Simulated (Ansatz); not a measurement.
**Ag in Ansatz: the effect of functional**

The system is Ag.

```
Ag
1.0
     2.87019    0.00000    0.00000
    -1.43509    2.48566    0.00000
     0.00000    0.00000    4.69222
Ag
2
Direct
  0.66667 0.33333 0.75000
  0.33333 0.66667 0.25000
```

This isn't the form of Ag at room conditions, which is fcc.

The cell isn't the ideal one: volume scaled by 0.94.

Alike in all runs:

```yaml
Program: Ansatz 0.2.0
Task: single point
Potentials_or_basis: Ansatz PAW
k_mesh: 10 × 10 × 6
Occupations: fermi-dirac, width 0.05 eV
Spin: no spin polarisation
```

| functional | cutoff | pressure (GPa) |
| --- | --- | --- |
| LDA | 420 eV (not typed: the program's choice for these potentials) | -4.9 |
| PBEsol | 420 eV (not typed: the program's choice for these potentials) | ? |
| r2SCAN | 500 eV (not typed: the program's choice for these potentials) | 4.2 |

**Question.** What does the run with functional PBEsol give?

**Answer.** Pressure -0.1 GPa.

Caveats: the PAW data sets come from PBE, with cores solved anew for the run's functional, which leaves a small shift of forces and pressure.

Runs at the PBE level aren't shown here.
